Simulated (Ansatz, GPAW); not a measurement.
# naphthalene-2,6-dithiol between two Cu chains: relaxation, then transmission at several levels, part 4 of 4

Wanted: T(E) of naphthalene-2,6-dithiol between two Cu chains at a relaxed geometry in two programs, beside the unrelaxed structure.

GPAW 26.7.0 and Ansatz 0.2.0; Ansatz plane waves; relaxation of the junction with the lead ends held; PAW set soft_1 (the session's first sound run).

So far, transmission at the Fermi level (one spin): step 3 (plane-wave reference (PBE)) 0.991; step 5 (single-zeta polarised basis, PBE, GPAW) 0.378; step 6 (GPAW, sz: basis = "sz(dzp)", PBE, GPAW) 0.101; step 7 (revPBE in the dzp basis: xc = "revPBE") 0.873; step 8 (the structure as built: geometry = "as built", PBE, GPAW) 0.177.

## (10) Comparison

The curves are compared point by point over the common energies.

This step: comparison of transmission and cost over codes, levels and geometry; PAW set soft_1 (GPAW 26.7.0).

Ladder, by row:

```csv
step,code,T at the Fermi level (sum over the listed spins),conductance (G0),r.m.s. T(E) from the first,wall time (s),peak memory (GiB),threads
pw-pbe,Ansatz,0.9907,0.5243,0,8573,6.884,4
dzp,GPAW,0.9474,0.4714,0.195,165.7,1.56,1
szp,GPAW,0.3781,0.3968,0.2931,143.9,1.54,1
sz,GPAW,0.1015,0.215,0.2248,109.5,1.46,1
dzp-revPBE,GPAW,0.8727,0.4656,0.2,173.2,1.56,1
asbuilt,GPAW,0.1766,0.2274,0.3411,114.8,1.56,1
```

Table of transmission, zone mean, sum over the listed spins by energy, zero at the Fermi level:

```csv
energy (eV),pw-pbe,dzp,szp,sz,dzp-revPBE,asbuilt
-2.000,0.958,0.860,0.439,0.390,0.843,4.3e-5
-1.975,0.996,0.961,0.209,0.625,0.948,6.1e-6
-1.950,0.993,0.995,0.0939,0.880,0.996,1.5e-9
-1.925,0.959,0.936,0.0373,0.995,0.954,1.9e-6
-1.900,0.917,0.819,0.00964,0.925,0.849,4.9e-6
-1.800,0.623,0.485,0.167,0.533,0.515,2.7e-5
-1.700,0.0364,0.0452,0.796,0.0904,0.0595,0.126
-1.600,0.766,0.331,0.347,0.246,0.337,0.601
-1.550,0.980,0.594,0.636,0.416,0.611,0.973
-1.500,0.121,0.0106,0.985,0.641,0.0120,0.573
-1.400,0.0183,0.00416,0.0148,0.0994,0.00494,0.00282
-1.300,0.327,0.426,0.0849,0.00466,0.385,0.00570
-1.200,0.0767,0.00903,0.00222,0.0133,0.00911,0.637
-1.100,0.655,0.283,0.0906,0.137,0.317,0.380
-1.000,0.949,0.823,0.679,0.529,0.841,0.165
-0.975,0.962,0.876,0.732,0.566,0.892,0.153
-0.900,0.497,0.993,0.856,0.606,0.990,0.148
-0.800,0.951,0.282,0.696,0.984,0.315,0.264
-0.700,0.460,0.984,0.949,0.818,0.988,0.787
-0.650,0.995,0.852,0.990,0.983,0.835,0.954
-0.625,0.946,0.987,0.956,0.989,0.990,0.780
-0.600,1.000,0.756,0.988,0.984,0.709,0.657
-0.500,0.108,0.200,0.318,0.325,0.160,0.153
-0.400,0.0588,0.0558,0.0721,0.0633,0.0557,0.115
-0.300,0.0508,0.0509,0.0678,0.0550,0.0514,0.168
-0.200,0.0705,0.0675,0.0939,0.0673,0.0693,0.343
-0.100,0.104,0.122,0.247,0.395,0.131,0.939
0.000,0.991,0.947,0.378,0.101,0.873,0.177
0.100,0.0554,0.0383,0.0246,0.00988,0.0358,0.0742
0.200,0.0106,0.00719,0.00573,0.00254,0.00699,0.0431
0.300,0.00364,0.00237,0.00208,9.5e-4,0.00234,0.0288
0.400,0.00165,0.00102,9.5e-4,4.4e-4,0.00102,0.0208
0.500,8.8e-4,5.1e-4,5.0e-4,2.3e-4,5.2e-4,0.0160
0.600,5.3e-4,2.9e-4,3.0e-4,1.3e-4,2.9e-4,0.0129
0.700,3.5e-4,1.8e-4,1.9e-4,8.4e-5,1.8e-4,0.0108
0.800,2.5e-4,1.2e-4,1.3e-4,5.7e-5,1.2e-4,0.00945
0.900,1.9e-4,8.4e-5,9.8e-5,4.1e-5,8.5e-5,0.00852
1.000,1.6e-4,6.3e-5,7.7e-5,3.2e-5,6.4e-5,0.00798
1.100,1.3e-4,4.9e-5,6.4e-5,2.6e-5,5.0e-5,0.00773
1.200,1.2e-4,4.1e-5,5.7e-5,2.3e-5,4.1e-5,0.00774
1.300,1.2e-4,3.5e-5,5.5e-5,2.2e-5,3.5e-5,0.00802
1.400,1.1e-4,3.1e-5,5.6e-5,2.3e-5,3.2e-5,0.00861
1.500,1.2e-4,2.9e-5,6.4e-5,2.7e-5,3.0e-5,0.00961
1.600,1.3e-4,2.9e-5,8.3e-5,3.9e-5,2.9e-5,0.0112
1.700,1.4e-4,3.0e-5,1.4e-4,7.7e-5,3.0e-5,0.0139
1.800,1.6e-4,3.2e-5,3.4e-4,3.4e-4,3.2e-5,0.0184
1.900,1.9e-4,3.7e-5,0.00572,0.00309,3.7e-5,0.0270
2.000,2.2e-4,4.7e-5,8.1e-4,1.0e-4,4.7e-5,0.0463
```

## (11) Grid spacing 0.3, SCF mesh 1×1×6, k-points along the lead 40

The real-space grid carries density and potential; a coarse one breaks translation symmetry along the lead and scatters electrons that should pass. The SCF mesh sets the Fermi level of the repeated cell. The lead's own mesh along the current sets its density and potential; where the lead is aligned to the junction's end layer, a rigid shift drops out.

This step: GPAW LCAO, PAW setups; Landauer transmission from Green's functions with principal layers (ASE), zero bias (GPAW 26.7.0).

Contents of run.py:

```python
import json
import numpy as np
from ase import Atoms
from ase.transport.calculators import TransportCalculator
from gpaw import GPAW, FermiDirac
from gpaw.lcao.tools import get_lcao_hamiltonian
from scipy.linalg import eigh

# The junction with lead layers at both ends, along the third cell vector
device = Atoms(
    ['Cu', 'Cu', 'Cu', 'Cu', 'Cu', 'Cu', 'S', 'H', 'C', 'C', 'H', 'C', 'H', 'C', 'C', 'C', 'C', 'H', 'C', 'H', 'C', 'C', 'H', 'S', 'Cu', 'Cu', 'Cu', 'Cu', 'Cu', 'Cu'],
    positions=[
        [6.41546, 4.63619, 1.15000],
        [6.41546, 4.63619, 3.45000],
        [6.41546, 4.63619, 5.75000],
        [6.41546, 4.63619, 8.05000],
        [6.90866, 5.67797, 10.09007],
        [6.14496, 4.80441, 12.12075],
        [4.85049, 4.65214, 13.81404],
        [7.52022, 4.73207, 15.25802],
        [5.36954, 4.73346, 15.47879],
        [6.68758, 4.74443, 15.96301],
        [3.27501, 4.76346, 16.06208],
        [4.29905, 4.75851, 16.43533],
        [9.12648, 4.76757, 17.15770],
        [6.95928, 4.75909, 17.34519],
        [8.29148, 4.76221, 17.86069],
        [4.54463, 4.76855, 17.78362],
        [5.87683, 4.76184, 18.29898],
        [3.70974, 4.77655, 18.48667],
        [8.53688, 4.75670, 19.20907],
        [9.56100, 4.75941, 19.58217],
        [6.14833, 4.75033, 19.68124],
        [7.46625, 4.74001, 20.16585],
        [5.31556, 4.74320, 20.38613],
        [7.98450, 4.66890, 21.83121],
        [6.68448, 4.79615, 23.52314],
        [5.85883, 5.61996, 25.55146],
        [6.41546, 4.63619, 27.60820],
        [6.41546, 4.63619, 29.90820],
        [6.41546, 4.63619, 32.20820],
        [6.41546, 4.63619, 34.50820]],
    cell=[[12.83092, 0.0, 0.0], [0.0, 9.27238, 0.0], [0.0, 0.0, 35.6582]],
    pbc=True)

# One principal layer of the lead: the first 3 atoms of the device
lead = Atoms(
    ['Cu', 'Cu', 'Cu'],
    positions=[
        [6.41546, 4.63619, 1.15000],
        [6.41546, 4.63619, 3.45000],
        [6.41546, 4.63619, 5.75000]],
    cell=[[12.83092, 0.0, 0.0], [0.0, 9.27238, 0.0], [0.0, 0.0, 6.9]],
    pbc=True)

settings = dict(mode='lcao', basis='dzp', xc='PBE', h=0.3,
                occupations=FermiDirac(0.1), maxiter=250,
                mixer=dict(beta=0.1, nmaxold=8, weight=100.0),
                convergence=dict(density=0.0001))
energies = np.arange(-2, 2 + 1e-9, 0.025)
eta = 0.0001
n1, n2 = 1, 1
# k and -k transmit alike, so half of the mesh across the current serves
mesh = [(i, j) for i in range(n1) for j in range(n2) if (i, j) <= (-i % n1, -j % n2)]
weights = np.array([1 if (i, j) == (-i % n1, -j % n2) else 2 for i, j in mesh]) / (n1 * n2)

# [... helper functions left out ...]
fermi_lead = ground_state(lead, (1, 1, 40), 'lead.txt')
fermi_device = ground_state(device, (1, 1, 6), 'device.txt')
# [... loop over the mesh left out, but for ...]
        # Shift the lead onto the potential of the device's first layer
        shift = ((H[:, 0, 0] - H0[:, 0, 0]) / S0[0, 0]).real.mean()
# [...]
kT = 8.617333e-5 * 300
bias = [0.1, 0.2, 0.5, 1.0, 1.5, 2.0]
# [... integrals and printing left out ...]
```

On the command line:

```console
$ OMP_NUM_THREADS=1 OPENBLAS_NUM_THREADS=1 python run.py
```

The program printed:

```text
basis functions: device 366, principal layer 45
Fermi level: lead -3.9385 eV, device -3.6710 eV; lead shifted by -0.0200 eV
largest coupling past the next layer 4.59e-05 eV, largest misfit of the first layer 0.060 eV
  E-E_F (eV)   T (one spin)  [channel counts left out]
    -2.000    8.6739e-01
    -1.975    9.6510e-01
    -1.950    9.9406e-01
    -1.925    9.3186e-01
    -1.900    8.1454e-01
    -1.875    6.9367e-01
    -1.850    5.9725e-01
    -1.825    5.3136e-01
    -1.800    4.9219e-01
    -1.775    4.6791e-01
    -1.750    3.7218e-01
    -1.725    1.8368e-01
    -1.700    3.2085e-02
    -1.675    3.0551e-02
    -1.650    1.3358e-01
    -1.625    2.5022e-01
[...]
1.825    3.0993e-05
     1.850    3.1977e-05
     1.875    3.3140e-05
     1.900    3.4510e-05
     1.925    3.6123e-05
     1.950    3.8026e-05
     1.975    4.0280e-05
     2.000    4.2963e-05
conductance at 300 K: 0.47167 G0 a cell; thermopower 19.44 uV/K
current from the zero-bias T(E) at 0.1 V: 3.2021 uA
current from the zero-bias T(E) at 0.2 V: 4.874 uA
current from the zero-bias T(E) at 0.5 V: 6.3164 uA
current from the zero-bias T(E) at 1.0 V: 7.8683 uA
current from the zero-bias T(E) at 1.5 V: 20.639 uA
current from the zero-bias T(E) at 2.0 V: 34.81 uA
```

Elapsed: 85 s, on 1 thread of Arm Neoverse V1, shared host; peak memory 0.65 GiB.

The run finished with changed settings (h = 0.3, scf_mesh = [1, 1, 6] and lead_nz = 40); it serves as a test.

The two runs compared:

```csv
quantity,this run,sound run,difference
conductance (G₀),0.47167,0.47141,2.6e-4
largest coupling past the next principal layer (eV),4.593e-5,4.594e-5,-9.5e-9
largest misfit of the first principal layer (eV),0.059841,0.059616,2.2e-4
shift that aligns the lead (eV),-0.020038,-0.020697,6.6e-4
transmission at the Fermi level (one spin),0.94796,0.94743,5.3e-4
```

## (12) Summary of results

```yaml
conductance: 0.471 G₀
transmission_at_the_fermi_level_mean_of_the_spins: 0.947
```

What this shows: In the dzp basis the junction conducts 0.471 G₀ at 300 K, with T = 0.947 a spin at the Fermi level; no smaller basis tried comes within 10 % of that conductance. Relaxation moved atoms by up to 1.4 Å and took the conductance from 0.227 to 0.471 G₀, as a ratio about as much as the step from dzp to the minimal basis. The conductance differs from T at the Fermi level because it averages T(E) over the thermal window, about 0.09 eV wide, in which T changes. Plane waves (PBE) give T = 0.991 there. At the Fermi level one eigenchannel carries the current (0.95). Measured against the first run (pw-pbe), the nearest curve is that of dzp (r.m.s. 0.19) and the farthest that of asbuilt (0.34). Over the compared runs wall time goes from 109 s (sz) to 8573 s (pw-pbe), on a shared host; the plane-wave run used 4 threads and the orbital runs 1. The leads kept an estimated spacing and the cell its length, so the junction may be under some tension or compression. Semilocal functionals put molecular levels too near the Fermi level, so such conductances usually come out too high, and chain electrodes have a sharper density of states than real ones. Energies count from the junction cell's Fermi level; in the run with T = 0.947 there, the aligned lead's own level lies at -0.021 eV, where T interpolates to 0.706; the finite cell leaves the answer open by at least that much. An evenly spaced straight chain is an idealisation: free chains tend to dimerise, zigzag or, where a band edge lies near the Fermi level, turn magnetic. The currents use the zero-bias T(E) throughout, which holds only while the bias is small against the distance to the nearest feature. Within about eight thermal energies of the Fermi level ln T(E) bends sharply from one computed energy to the next, or the lead's channel count changes, so the thermal averages, above all the thermopower, rest on an interpolation that may be rough.

[Logs are printed without paths, hosts, clocks, repeated set-up lines and the standing remarks that a program may print on its own settings, such as how far it seeks lower states.]

[Hosts, paths, dates, database ids (printed as entryN), source tags and the programs' standing remarks are cut or masked in the printed files.]
